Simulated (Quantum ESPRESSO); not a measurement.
The system is HgTe (Coloradoite).

```
Hg Te
1.0
     0.00000    3.21450    3.21450
     3.21450    0.00000    3.21450
     3.21450    3.21450    0.00000
Hg Te
1 1
Direct
  0.00000 0.00000 0.00000
  0.75000 0.75000 0.75000
```

```yaml
Program: Quantum ESPRESSO 7.5
Task: relaxation of cell and atoms
Functional: PBEsol
Potentials_or_basis: GBRV 1.5 PBEsol
Cutoff: 612 eV
Density_cutoff: 4898 eV
k_mesh: 7 × 7 × 7
Occupations: fermi-dirac, width 0.05 eV
Spin: no spin polarisation
```

At the start: pressure 2.2 GPa; volume 33.22 Å³/atom.

Where does the relaxation end?

Over 4 steps the energy falls by 10.2 meV/atom and the volume is 34.77 Å³/atom (+4.7 %); space group F-43m (No. 216, to 0.05 Å).

The path:
```tsv
step	energy change (eV)	largest force (eV/Å)	pressure (GPa)	volume (Å³)
1	0.0000	0.0000	2.19	66.43
2	-0.0079	0.0000	1.68	67.08
3	-0.0204	0.0000	0.11	69.37
4	-0.0205	0.0000	0.01	69.54
```

Final structure:
```
CELL_PARAMETERS angstrom
0.00000 3.26382 3.26382
3.26382 0.00000 3.26382
3.26382 3.26382 0.00000
ATOMIC_POSITIONS crystal
Hg 0.00000 0.00000 0.00000
Te 0.75000 0.75000 0.75000
```
